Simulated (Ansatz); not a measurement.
Space group R-3m:H (No. 166). a = 4.535 Å, b = 4.535 Å, c = 11.645 Å, α = 90.00°, β = 90.00°, γ = 120.00°
```json
{"atom": "Bi", "site": "6c", "symmetry": "3m", "x": "0.3333", "y": "0.6667", "z": "0.9038"}
```

Equation of state of this Bi structure (not necessarily the ground state), with shape and atoms relaxed at each volume where symmetry leaves them free. It has no gap at any of these volumes. These are results of DFT PBE+D3(BJ), scalar-relativistic, plane waves, PAW in Ansatz, not measurements.

Settings: cutoff 420 eV, Γ-centred mesh 12×12×12 on the computed 2-atom cell, Gaussian smearing of 0.10 eV; no spin polarisation.

```tsv
V (Å³/atom)	E − E(largest V) (meV/atom)	P (GPa)
30.416	50.41	7.22
31.453	11.25	4.87
32.490	-13.82	2.92
33.527	-27.33	1.33
34.564	-31.51	0.01
35.601	-28.19	-1.00
36.638	-19.02	-1.81
38.020	0.00	-2.55
```

Fit a third-order Birch–Murnaghan equation to E(V).

V0 = 34.59 Å³/atom, B0 = 38 GPa, B0' = 6.5.

Spin-orbit coupling is left out, which matters for the bands of heavy elements.

Cost: 8 runs of about 4.4 core-minutes in all, on Intel Xeon 6975P-C (Granite Rapids) (shared hosts).